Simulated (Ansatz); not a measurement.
**PtTe and the effect of the pressure**

The cell as given:

It takes space group P6_3/mmc (No. 194, hexagonal). Conventional cell: a = 4.263 Å, b = 4.263 Å, c = 5.662 Å, α = 90.00°, β = 90.00°, γ = 120.00°. Pt (site symmetry -3m) is surrounded by 2 Pt at 2.83 Å and 6 Te at 2.84 Å. Around Te (site symmetry -6m2) lie 6 Pt at 2.84 Å.

Measurements of this composition are mostly on another form, of space group No. 166.

Kept alike: task relaxation of cell and atoms; functional PBEsol; k mesh 7 × 7 × 5; occupations fermi-dirac, width 0.05 eV; no spin polarisation. Program: Ansatz, all-electron LAPW, scalar-relativistic. The mesh is that of the run's cell of 4 atoms. No spin-orbit coupling.

| pressure, P (GPa) | volume (Å³/atom) | first edge of the run's cell (Å) | third edge of the run's cell (Å) |
| --- | --- | --- | --- |
| 0 | 21.418 | 4.227 | 5.538 |
| 5 | 20.712 | 4.176 | 5.486 |
| 10 | 20.123 | 4.133 | 5.441 |
| 20 | 19.172 | 4.062 | 5.368 |

The relaxations keep at least the cell's symmetry (P6_3/mmc). Runs of this series that gave no sound value for these columns are left out. The runs follow the start's structure, whether or not it is the stable one at these pressures. P is the pressure aimed at, which the runs meet within some hundredths to tenths of a GPa.

The volume falls from 21.418 to 19.172 Å³/atom between 0 and 20 GPa. The volume falls ever more slowly, since the solid stiffens under load. At the pressures aimed at, which the runs meet within some tenths of a GPa, the step from 0 to 5 GPa gives a mean bulk modulus near 149 GPa, the last step 207 GPa. The first edge of the run's cell falls from 4.227 to 4.062 Å between 0 and 20 GPa. The third edge of the run's cell falls from 5.538 to 5.368 Å between 0 and 20 GPa.
